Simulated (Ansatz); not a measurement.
**Ga: pressure against volume**

Ga, I4/mmm, a = 2.805 Å, c = 4.544 Å. This isn't the element's structure at ambient conditions. Ansatz: r2SCAN, PAW, 500 eV, Γ-centred 20×20×20 mesh on 1 atom, Gaussian smearing 0.10 eV; no spin polarisation. Shape and atoms are relaxed at each volume; pressure is positive in compression.

```
V (Å³/atom) P (GPa)
     15.734    10.14
     16.270     6.94
     16.806     4.24
     17.343     1.94
     17.879     0.00
     18.416        ?
     18.952    -2.90
     19.667    -4.37
```

Problem. Take V0 = 17.879 Å³/atom, fit the third-order Birch–Murnaghan form to the other rows, and predict the missing pressure.

Solution. With the Eulerian strain f = ½[(V0/V)^(2/3) − 1] and y = P/[3f(1 + 2f)^(5/2)], the form is the line y = B0 + 1.5 B0 (B0′ − 4) f. Rows (f, y): 0.04447, 61.4; 0.03244, 60.9; 0.02106, 60.5; 0.01025, 60.0; -0.01905, 55.9; -0.03078, 55.5. Means f = 0.009732, y = 59.033; Σ(Δf)² = 0.004321, ΣΔfΔy = 0.3750; the slope is their ratio. y = 58.19 + 86.80 f GPa, so B0 = 58.2 GPa and B0′ = 4 + 2 × (86.80)/(3 × 58.19) = 4.99. At V = 18.416, f = -0.00977, y = 57.34 and P = -1.60 GPa. The run gave -1.62 GPa, so the fit is 0.02 GPa too high, within the rms miss on the fitted rows (0.05 GPa).